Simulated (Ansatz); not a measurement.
**Convergence of HfN**

```
Hf N
1.0
     0.00000    2.25900    2.25900
     2.25900    0.00000    2.25900
     2.25900    2.25900    0.00000
Hf N
1 1
Direct
  0.00000 0.00000 0.00000
  0.50000 0.50000 0.50000
```

Atoms are numbered in the order listed.

The geometry is COD entry 1539063, unchecked; take it as a test cell.

Spin polarisation is left out, and whether a magnetic state lies lower isn't shown here.

No spin–orbit coupling, which matters for the heavy atoms here.

Theory: DFT, PBE, PAW with Ansatz's default frozen-core files, scalar-relativistic in Ansatz 0.2.0.

Sampling and basis: a Γ-centred 10×10×10 k mesh, Fermi–Dirac smearing of 0.03 eV, cutoff 420 eV, no spin polarisation. One setting is then changed at a time.

P includes the program's estimate of the Pulay (finite-basis) term, listed apart; without it the pressure would be far more sensitive to the cutoff.

```tsv
PAW cutoff (eV)	free energy less the base's (meV/atom)	P (GPa)	Pulay term in P (GPa)
420 (base)	0.0	5.44	0.50
150	21025	44.09	1039.85
250	983	4.85	73.86
300	180	5.20	17.07
350	38.2	5.16	3.93
800	-3.6	5.37	0.01
```
